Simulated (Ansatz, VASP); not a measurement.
# Pb: VASP beside Ansatz

```xyz
1
Lattice="0.0000 2.5176 2.5176 2.5176 0.0000 2.5176 2.5176 2.5176 0.0000" Properties=species:S:1:pos:R:3 pbc="T T T"
Pb    0.0000    0.0000    0.0000
```

Alike in both runs: task single point; functional PBE; k mesh 11 × 11 × 11; occupations gaussian, width 0.01 eV; no spin polarisation.

|  | VASP | Ansatz |
| --- | --- | --- |
| version | VASP 6.6.1 | Ansatz 0.2.0 |
| potentials or method | VASP PAW PBE potentials, release 64 (Pb_d) | plane waves (420 eV) with PAW, scalar-relativistic |
| plane-wave cutoff (eV) | 520 | 420 |
| valence electrons in the cell | 14 | 14 |

VASP gave:

| Item | Value |
| --- | --- |
| pressure (GPa) | -0.2 |

Which values does Ansatz return?

Pressure (GPa): -0.1.

With one functional, cell and mesh, what is left measures potentials, basis and numerics.

Spin-orbit coupling is left out, which matters for the levels of Pb.
